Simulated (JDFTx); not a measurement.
## Mg under changes of volume

One of the cells (23.237 Å³/atom); the others are scaled copies at fixed shape and fractional positions:

```
Mg
1.0
     3.20930    0.00000    0.00000
    -1.60465    2.77934    0.00000
     0.00000    0.00000    5.21030
Mg
2
Direct
  0.66667 0.33333 0.75000
  0.33333 0.66667 0.25000
```

- Program: JDFTx 1.7.0 (patched build)
- Functional: PBEsol
- Potentials or basis: PseudoDojo-SR-PBEsol-0.4.1-standard
- Cutoff: 1143 eV
- Density cutoff: 9143 eV
- k mesh: 10 × 10 × 5
- Occupations: fermi-dirac, width 0.05 eV
- Spin: no spin polarisation

```csv
volume (Å³/atom),energy over the lowest point (meV/atom),pressure (GPa)
21.843,?,?
22.308,0.19,0.5
22.772,0.00,-0.3
23.237,1.91,-1.0
23.702,5.71,-1.6
24.167,11.21,-2.2
24.631,18.25,-2.7
```

What does the run at 21.843 Å³/atom give?

Energy over the lowest point 2.70 meV/atom; pressure 1.3 GPa.

Worked out: A Birch-Murnaghan fit of order 3 (a polynomial in V^(-2/3)) to the other rows has its minimum at 22.58 Å³/atom with B0 = V·E''(V) = 37 GPa and B' = 4.0 at fixed shape and positions, which overstates the stiffness. It gives 2.69 meV/atom at 21.843 Å³/atom, against the run's 2.70, and -dE/dV = 1.3 GPa, against 1.3.

Energies are extrapolated to zero smearing.
